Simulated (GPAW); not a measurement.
# GaSb (F-43m) in GPAW: settings compared

One crystal, GaSb, is run at these levels: BEEF-vdW, PBE; tasks: band structure, equation of state.

Everything below comes from runs of GPAW 26.7.0. Logs are shortened: lines on timing, memory, paths and dates and some standing lists are left out, and cuts for length are marked. The log counts tension as positive stress, the text compression.

**The experiment to reproduce.**

A printed reference work, data compilation reports, for a bulk crystal of GaSb at 4.2 K: band gap 0.811 eV (direct).

How close the calculation comes is told below.

## (1) The structure

Symmetry: F-43m, No. 216, cubic system. The conventional cell has a = 6.118 Å, b = 6.118 Å, c = 6.118 Å, α = 90.00°, β = 90.00°, γ = 90.00°. Sb (site symmetry -43m) is surrounded by 4 Ga at 2.65 Å. Around Ga (site symmetry -43m) lie 4 Sb at 2.65 Å.

## (2) Band structure, BEEF-vdW, spin-orbit coupling, no magnetisation

run.py

```python
import numpy as np
import spglib
from ase import Atoms
from ase.dft.bandgap import bandgap
from ase.io import read, write
from gpaw import GPAW, PW
from gpaw.spinorbit import soc_eigenstates

atoms = read('GaSb.cif')
cell, positions, numbers = spglib.find_primitive(
    (atoms.cell[:], atoms.get_scaled_positions(), atoms.numbers), symprec=1e-4)
atoms = Atoms(numbers, cell=cell, scaled_positions=positions, pbc=True)

calc = GPAW(mode=PW(600),
            xc={'name': 'BEEF-vdW', 'backend': 'libvdwxc'},
            kpts={'size': (6, 6, 6), 'gamma': True},
            occupations={'name': 'fermi-dirac', 'width': 0.05},
            nbands=18,
            convergence={'density': 1e-05, 'energy': 1e-05},
            maxiter=150,
            txt='gpaw.txt')
atoms.calc = calc
energy = atoms.get_potential_energy()
forces = atoms.get_forces()
calc.write('gs.gpw')
write('result.traj', atoms)
print(f'Energy: {energy:.6f} eV')
print('Forces (eV/A):')
print(forces.round(4))
print('Fermi level:', round(calc.get_fermi_level(), 4), 'eV')
print(f'Gap: {bandgap(calc)[0]:.4f} eV, direct: {bandgap(calc, direct=True)[0]:.4f} eV')

path = atoms.cell.bandpath('GXWKGLUWLK,UX', npoints=80, eps=1e-4)
bs_calc = calc.fixed_density(kpts=path, symmetry='off', nbands=30,
                             convergence={'bands': 'CBM+6.0', 'eigenstates': 1e-6}, txt='bands.txt')
bs = bs_calc.band_structure()
bs.write('bs.json')
print(f'Gap on the path: {bandgap(bs_calc)[0]:.4f} eV')

soc = soc_eigenstates(bs_calc, theta=0, phi=0)
np.savetxt('soc_bands.dat', soc.eigenvalues(), fmt='%.4f')
mesh = soc_eigenstates('gs.gpw', theta=0, phi=0)
np.savetxt('soc_mesh.dat', mesh.eigenvalues(), fmt='%.4f')
print('Fermi level with spin-orbit coupling:', round(mesh.fermi_level, 4), 'eV')
```

GaSb.cif

```cif
data_GaSb
_cell_length_a 6.11800000
_cell_length_b 6.11800000
_cell_length_c 6.11800000
_cell_angle_alpha 90.00000000
_cell_angle_beta 90.00000000
_cell_angle_gamma 90.00000000
_space_group_name_H-M_alt 'F-43m'
_space_group_name_Hall 'F -4 2 3'
_space_group_IT_number 216
loop_
_space_group_symop_operation_xyz
'x,y,z'
'y,-x,-z'
'-x,-y,z'
'-y,x,-z'
'x,-y,-z'
'y,x,z'
'-x,y,-z'
'-y,-x,z'
'z,x,y'
'-z,y,-x'
'z,-x,-y'
'-z,-y,x'
'-z,x,-y'
'z,y,x'
'-z,-x,y'
'z,-y,-x'
'y,z,x'
'-x,-z,y'
'-y,z,-x'
'x,-z,-y'
'-y,-z,x'
'x,z,y'
'y,-z,-x'
'-x,z,-y'
'x,y+1/2,z+1/2'
'y,-x+1/2,-z+1/2'
'-x,-y+1/2,z+1/2'
'-y,x+1/2,-z+1/2'
'x,-y+1/2,-z+1/2'
'y,x+1/2,z+1/2'
'-x,y+1/2,-z+1/2'
'-y,-x+1/2,z+1/2'
'z,x+1/2,y+1/2'
'-z,y+1/2,-x+1/2'
'z,-x+1/2,-y+1/2'
'-z,-y+1/2,x+1/2'
'-z,x+1/2,-y+1/2'
'z,y+1/2,x+1/2'
'-z,-x+1/2,y+1/2'
'z,-y+1/2,-x+1/2'
'y,z+1/2,x+1/2'
'-x,-z+1/2,y+1/2'
'-y,z+1/2,-x+1/2'
'x,-z+1/2,-y+1/2'
'-y,-z+1/2,x+1/2'
'x,z+1/2,y+1/2'
'y,-z+1/2,-x+1/2'
'-x,z+1/2,-y+1/2'
'x+1/2,y,z+1/2'
'y+1/2,-x,-z+1/2'
'-x+1/2,-y,z+1/2'
'-y+1/2,x,-z+1/2'
'x+1/2,-y,-z+1/2'
'y+1/2,x,z+1/2'
'-x+1/2,y,-z+1/2'
'-y+1/2,-x,z+1/2'
'z+1/2,x,y+1/2'
'-z+1/2,y,-x+1/2'
'z+1/2,-x,-y+1/2'
'-z+1/2,-y,x+1/2'
'-z+1/2,x,-y+1/2'
'z+1/2,y,x+1/2'
'-z+1/2,-x,y+1/2'
'z+1/2,-y,-x+1/2'
'y+1/2,z,x+1/2'
'-x+1/2,-z,y+1/2'
'-y+1/2,z,-x+1/2'
'x+1/2,-z,-y+1/2'
'-y+1/2,-z,x+1/2'
'x+1/2,z,y+1/2'
'y+1/2,-z,-x+1/2'
'-x+1/2,z,-y+1/2'
'x+1/2,y+1/2,z'
'y+1/2,-x+1/2,-z'
'-x+1/2,-y+1/2,z'
'-y+1/2,x+1/2,-z'
'x+1/2,-y+1/2,-z'
'y+1/2,x+1/2,z'
'-x+1/2,y+1/2,-z'
'-y+1/2,-x+1/2,z'
'z+1/2,x+1/2,y'
'-z+1/2,y+1/2,-x'
'z+1/2,-x+1/2,-y'
'-z+1/2,-y+1/2,x'
'-z+1/2,x+1/2,-y'
'z+1/2,y+1/2,x'
'-z+1/2,-x+1/2,y'
'z+1/2,-y+1/2,-x'
'y+1/2,z+1/2,x'
'-x+1/2,-z+1/2,y'
'-y+1/2,z+1/2,-x'
'x+1/2,-z+1/2,-y'
'-y+1/2,-z+1/2,x'
'x+1/2,z+1/2,y'
'y+1/2,-z+1/2,-x'
'-x+1/2,z+1/2,-y'
loop_
_atom_site_label
_atom_site_type_symbol
_atom_site_symmetry_multiplicity
_atom_site_Wyckoff_symbol
_atom_site_fract_x
_atom_site_fract_y
_atom_site_fract_z
_atom_site_occupancy
Sb1 Sb 4 c 0.2500000000 0.2500000000 0.2500000000 1
Ga1 Ga 4 a 0.0000000000 0.0000000000 0.0000000000 1
```

Potentials or basis: GPAW PAW data sets (gpaw-data 1.2.1), pw.

Command:

```sh
$ OMP_NUM_THREADS=1 python run.py
```

gpaw.txt:

```text
__  _  _
 | _ |_)|_||  |
 |__||  | ||/\| - 26.7.0

Input parameters:
  mode=PW(ecut=600.0),
  convergence={'density': 1e-05, 'energy': 1e-05},
  kpts=MonkhorstPack(size=(6, 6, 6), gamma=True),
  maxiter=150,
  nbands=18,
  occupations=Occupations(name='fermi-dirac', width=0.05),
  xc=XC(name='BEEF-vdW', backend='libvdwxc')

Diagonalizing LCAO Hamiltonian
Converting LCAO to pw mode

            Sb

       Ga

Atoms  # Å, Bohr magnetons
|   | symbol |        x |        y |        z |    initial magnetic moments |
|---|--------|----------|----------|----------|-----------------------------|
| 0 |     Sb | 1.529500 | 1.529500 | 1.529500 | ( 0.0000,  0.0000,  0.0000) |
| 1 |     Ga | 0.000000 | 0.000000 | 0.000000 | ( 0.0000,  0.0000,  0.0000) |

Unit cell  # Å
| periodic |        x |        y |        z |  lengths |    angles |
|----------|----------|----------|----------|----------|-----------|
|      yes | 0.000000 | 3.059000 | 3.059000 | 4.326079 | 60.000000 |
|      yes | 3.059000 | 0.000000 | 3.059000 | 4.326079 | 60.000000 |
|      yes | 3.059000 | 3.059000 | 0.000000 | 4.326079 | 60.000000 |

Number of symmetries: 24
Symmetry operations  # r_c * U_cc + t_c -> r_c
|    | kind |            matrix            |
|----|------|------------------------------|
|  0 |  E   |  1, 0, 0,  0, 1, 0,  0, 0, 1 |
|  1 |  σ   |  1, 0, 0,  0, 0, 1,  0, 1, 0 |
|  2 |  σ   |  1, 0,-1,  0, 1,-1,  0, 0,-1 |
|  3 |  C3  |  1, 0,-1,  0, 0,-1,  0, 1,-1 |
|  4 |  C3  |  1,-1, 0,  0,-1, 1,  0,-1, 0 |
|  5 |  σ   |  1,-1, 0,  0,-1, 0,  0,-1, 1 |
|  6 |  σ   |  0, 1, 0,  1, 0, 0,  0, 0, 1 |
|  7 |  C3  |  0, 1, 0,  0, 0, 1,  1, 0, 0 |
|  8 |  C2  |  0, 1,-1,  1, 0,-1,  0, 0,-1 |
|  9 |  S4  |  0, 1,-1,  0, 0,-1,  1, 0,-1 |
| 10 |  C3  |  0, 0, 1,  1, 0, 0,  0, 1, 0 |
| 11 |  σ   |  0, 0, 1,  0, 1, 0,  1, 0, 0 |
| 12 |  S4  |  0, 0,-1,  1, 0,-1,  0, 1,-1 |
| 13 |  C3  |  0, 0,-1,  0, 1,-1,  1, 0,-1 |
| 14 |  S4  |  0,-1, 1,  1,-1, 0,  0,-1, 0 |
| 15 |  C2  |  0,-1, 1,  0,-1, 0,  1,-1, 0 |
| 16 |  C3  |  0,-1, 0,  1,-1, 0,  0,-1, 1 |
| 17 |  S4  |  0,-1, 0,  0,-1, 1,  1,-1, 0 |
| 18 |  S4  | -1, 1, 0, -1, 0, 1, -1, 0, 0 |
| 19 |  C3  | -1, 1, 0, -1, 0, 0, -1, 0, 1 |
| 20 |  C3  | -1, 0, 1, -1, 1, 0, -1, 0, 0 |
| 21 |  S4  | -1, 0, 1, -1, 0, 0, -1, 1, 0 |
| 22 |  σ   | -1, 0, 0, -1, 1, 0, -1, 0, 1 |
| 23 |  C2  | -1, 0, 0, -1, 0, 1, -1, 1, 0 |

BZ-sampling:
  Number of BZ points: 216
  Number of IBZ points: 16

  Monkhorst-Pack size: [6, 6, 6]
  Monkhorst-Pack shift: [0.08333333333333333, 0.08333333333333333, 0.08333333333333333]

K-points  # in reciprocal-cell coordinates
|     |                                coordinates |     weight |
|-----|--------------------------------------------|------------|
|   0 | (  0.00000000,   0.00000000,   0.00000000) | 0.00462963 |
|   1 | (  0.16666667,   0.16666667,   0.00000000) | 0.02777778 |
|   2 | (  0.16666667,   0.16666667,   0.16666667) | 0.03703704 |
|   3 | (  0.33333333,   0.16666667,   0.16666667) | 0.05555556 |
|   4 | (  0.33333333,   0.33333333,  -0.33333333) | 0.05555556 |
|   5 | (  0.33333333,   0.33333333,   0.00000000) | 0.02777778 |
|   6 | (  0.33333333,   0.33333333,   0.16666667) | 0.11111111 |
|   7 | (  0.33333333,   0.33333333,   0.33333333) | 0.03703704 |
|   8 | (  0.50000000,   0.33333333,  -0.33333333) | 0.11111111 |
|   9 | (  0.50000000,   0.33333333,  -0.16666667) | 0.05555556 |
| ... |                                            |            |
|  15 | (  0.50000000,   0.50000000,   0.50000000) | 0.01851852 |

Plane wave coefficients: 1932
Cutoff: 600.0 eV

Spin-components: 1 (collinear spins)
Bands:           18
Projectors:      11
Spin-degeneracy: 2
Datatype:        complex128

Parallelization:
  kpt:    1
  domain: 1
  band:   1

Density:
  Valence electrons: 18.0
  Components: 1
  Grid points: [25 25 25]
  Charge: 0.0  # |e|

Potential:
  Grid points: [25 25 25]

species:
  Sb:
    name:    Antimony
    Z:       51.0
    valence: 15
    core:    36
    charge:  0.0  # [|e|]
    compensation charges:
      type: gauss
      rc: 0.36  # [Å]
      lmax: 2
    cutoffs:
      filter: 2.23  # [Å]
      core: 2.23  # [Å]
    projectors
    | kind |    occ | energy [eV] | rcut [Å] |
    |------|--------|-------------|----------|
    |   5s |  2.000 |     -12.815 |    1.154 |
    |   5p |  3.000 |      -4.830 |    1.233 |
    |   4d | 10.000 |     -33.514 |    1.196 |
    |    s |        |      14.396 |    1.154 |
    |    p |        |      22.381 |    1.233 |
    |    d |        |      -6.303 |    1.196 |

    Using partial waves for Sb as LCAO basis

  Ga:
    name:    Gallium
    Z:       31.0
    valence: 3
    core:    28
    charge:  0.0  # [|e|]
    compensation charges:
      type: gauss
      rc: 0.37  # [Å]
      lmax: 2
    cutoffs:
      filter: 2.06  # [Å]
      core: 4.17  # [Å]
    projectors
    | kind |    occ | energy [eV] | rcut [Å] |
    |------|--------|-------------|----------|
    |   4s |  2.000 |      -8.945 |    1.164 |
    |   4p |  1.000 |      -2.580 |    1.164 |
    |    s |        |      18.266 |    1.164 |
    |    p |        |      24.631 |    1.164 |
    |    d |        |       0.000 |    1.164 |

    Using partial waves for Ga as LCAO basis

Reference energy: -229166.229777  # eV

eigensolver:
  PPCG
  Converge bands: occupied
  niter=2

density mixing:
  MSR1-Mixer
  Pratt-step length: 0.05
  Maximum mixing coefficient: 0.75
  Old densities: 10
  SVD Regularization: 0.005
  Good broyden scale: 1.0
  Trust region scale: 1.0
  Backstep threshold: 4.0
  History deletion threshold: 6.0
  Fourier metric: weight=20.0, sigma=0.015

occupation numbers:
  Fermi-Dirac:
    width: 0.0500  # eV

poisson solver:
  ecut: 4800.0  # eV

xc functional:
  name: vdW-BEEF with libvdwxc
  Mode: serial
  Semilocal: BEEVDW with 2 nearest neighbor stencil
  Corresponding non-local functional: vdW-DF2
  Local blocksize: 50 x 50 x 50
  PAW datasets: PBE

convergence criteria:
- Maximum integral of absolute [dens]ity change: 1e-05 electrons / valence electron
- Maximum [total energy] change in last 3 cyles: 1e-05 eV / valence electron
- Maximum integral of absolute [eigenst]ate change: 4e-08 eV^2 / valence electron
maximum number of iterations: 150

SCF iterations
|iter     | |      energy | eigst |  dens |
|---------|-|-------------|-------|-------|
|iter:   1| | -251.137154 | +0.32 |       |
|iter:   2| | -251.141145 | -2.01 | -1.29 |
|iter:   3| | -251.123389 | -2.24 | -1.32 |
|iter:   4| | -251.127623 | -2.87 | -1.83 |
|iter:   5| | -251.128189 | -4.07 | -2.45 |
|iter:   6| | -251.128412 | -4.70 | -2.87 |
|iter:   7| | -251.128427 | -5.60 | -3.55 |
|iter:   8| | -251.128427c| -6.85 | -4.38 |
|iter:   9| | -251.128427c| -7.65c| -4.89 |
|iter:  10| | -251.128427c| -8.42c| -5.77c|

Converged in 10 steps
Energy contributions relative to reference atoms: (reference = -229166.229777)

Energy contributions:
  Kinetic:          42.305855
  Coulomb:         -38.850422
  Zero:              0.230508
  External:          0.000000
  Xc:             -254.813922
  Entropy:          -0.000892
  Spinorbit:         0.000000
  ----------------------------
  Free energy:    -251.128874
  Extrapolated:   -251.128427

dipole moment: (-20.266823, -20.266823, -20.266823)  # |e|*Ang

Fermi level: 4.888
Eigenvalues  # (at kpt = [0.000, 0.000, 0.000])
| band index |      eig [eV] | occ [0-2] |
|------------|---------------|-----------|
|          0 |       -24.623 |     2.000 |
|          1 |       -24.623 |     2.000 |
|          2 |       -24.623 |     2.000 |
|          3 |       -24.610 |     2.000 |
|          4 |       -24.610 |     2.000 |
|          5 |        -6.603 |     2.000 |
[... 10 lines left out ...]
|         16 |        14.394 |     0.000 |
|         17 |        14.394 |     0.000 |

Gap: 0.107 eV
Transition (v -> c):
  (s=0, k=0, n=8, [0.00, 0.00, 0.00]) -> (s=0, k=0, n=9, [0.00, 0.00, 0.00])
No difference between direct/indirect transitions

Forces  # eV/Ang
|        x |        y |       z |
|----------|----------|---------|
| -0.00000 | -0.00000 | 0.00000 |  # Sb   0
|  0.00000 |  0.00000 | 0.00000 |  # Ga   1

# Writing to gs.gpw (mode='')
```

Wall time 40 s (1 thread of Arm Neoverse V2, shared host); peak memory 0.33 GiB.

What came out:

```
Free energy             : -251.1289 eV
Band gap along the path : none (metal or under the smearing width)
```

Levels at the corners of the path, in eV from the Fermi level:
```csv
point,band 14,band 15,band 16,band 17,band 18,band 19,band 20,band 21,band 22,band 23
Γ,-0.79,-0.15,-0.15,0.00,0.00,0.00,0.00,2.42,2.42,2.65
X,-7.03,-2.94,-2.94,-2.66,-2.66,0.71,0.71,1.06,1.06,8.30
W,-6.83,-3.79,-3.42,-3.32,-3.29,3.22,3.65,4.11,4.16,4.18
K,-6.79,-3.95,-3.72,-2.42,-2.40,1.19,1.22,3.60,3.74,6.28
Γ,-0.79,-0.15,-0.15,0.00,0.00,0.00,0.00,2.42,2.42,2.65
L,-6.57,-1.63,-1.63,-1.17,-1.17,0.21,0.21,3.48,3.48,3.61
U,-6.79,-3.95,-3.72,-2.42,-2.40,1.19,1.22,3.59,3.74,6.28
W,-6.83,-3.79,-3.42,-3.32,-3.29,3.22,3.65,4.11,4.16,4.18
L,-6.57,-1.63,-1.63,-1.17,-1.17,0.21,0.21,3.48,3.48,3.61
K,-6.79,-3.95,-3.72,-2.42,-2.40,1.19,1.22,3.60,3.74,6.28
U,-6.79,-3.95,-3.72,-2.42,-2.40,1.19,1.22,3.59,3.74,6.28
X,-7.03,-2.94,-2.94,-2.66,-2.66,0.71,0.71,1.06,1.06,8.30
```

Caveat: spin-orbit coupling was added after a scalar SCF, so levels and gaps hold it while energy, forces, pressure and moments don't; this program's spin-orbit splittings come out too wide for heavy elements; the PAW data sets were made with another functional, which shifts forces and pressure a little; this crystal is a semiconductor, whose small gap the functional closes, so the metal is an error of the method.

## (3) Equation of state, PBE

run.py

```python
from ase.eos import EquationOfState
from ase.io import Trajectory
from ase.spacegroup import crystal
from ase.units import GPa
from gpaw import GPAW, PW, setup_paths

setup_paths.insert(0, '.')

# Sb 4c
# Ga 4a
atoms = crystal(['Sb', 'Ga'],
                basis=[[0.25, 0.25, 0.25],
                       [0.0, 0.0, 0.0]],
                spacegroup=216, setting=1,  # F-43m
                cellpar=[6.118, 6.118, 6.118, 90.0, 90.0, 90.0],
                primitive_cell=True)

traj = Trajectory('eos.traj', 'w')
volumes, energies = [], []
for x in [0.94, 0.96, 0.98, 1.0, 1.02, 1.04, 1.06]:
    a = atoms.copy()
    a.set_cell(atoms.cell * x**(1 / 3), scale_atoms=True)
    calc = GPAW(mode=PW(600),
                xc='PBE',
                kpts={'size': (6, 6, 6), 'gamma': True},
                occupations={'name': 'fermi-dirac', 'width': 0.05},
                nbands=18,
                convergence={'density': 1e-05, 'energy': 1e-05},
                maxiter=150,
                txt=f'eos-{x:.2f}.txt')
    a.calc = calc
    energies.append(a.get_potential_energy(force_consistent=True))
    volumes.append(a.get_volume())
    p = -a.get_stress()[:3].mean() / GPa
    calc.write(f'eos-{x:.2f}.gpw')
    traj.write(a)
    print(f'{x:.2f} {volumes[-1]:10.4f} A^3 {energies[-1]:14.6f} eV {p:9.3f} GPa', flush=True)

v0, e0, B = EquationOfState(volumes, energies, eos='birchmurnaghan').fit()
print(f'V0 = {v0:.4f} A^3, E0 = {e0:.6f} eV, B0 = {B / GPa:.2f} GPa')
```

Potentials or basis: PAW data sets generated in the run's folder for this functional, pw.

Command:

```sh
$ gpaw-setup -f PBE Ga Sb
$ OMP_NUM_THREADS=1 python run.py
```

It took 54 s on 1 thread of Arm Neoverse V2, shared host; peak memory 0.25 GiB.

It converged, with:

```yaml
Equilibrium_volume: 30.06 Å³/atom
Bulk_modulus: 43 GPa
Pressure_derivative_of_the_bulk_modulus: "5.0 (rough: it moves with the points fitted)"
```

Energy against volume, from the lowest point:
```
volume (Å³/atom)  energy (meV/atom)
          26.907              55.73
          27.480              35.62
          28.052              20.58
          28.625               9.99
          29.197               3.24
          29.770               0.00
          30.342               0.03
```

Spin-orbit coupling is left out, which matters for the levels of Sb. Zero-point motion and thermal expansion aren't in these numbers.

## (4) Against experiment

Step 2. A measured gap of GaSb is 0.811 eV (direct; 4.2 K; a printed reference work, data compilation); the calculated 0.00 eV misses it by -0.81 eV. The value is that of BEEF-vdW, without temperature or zero-point motion.
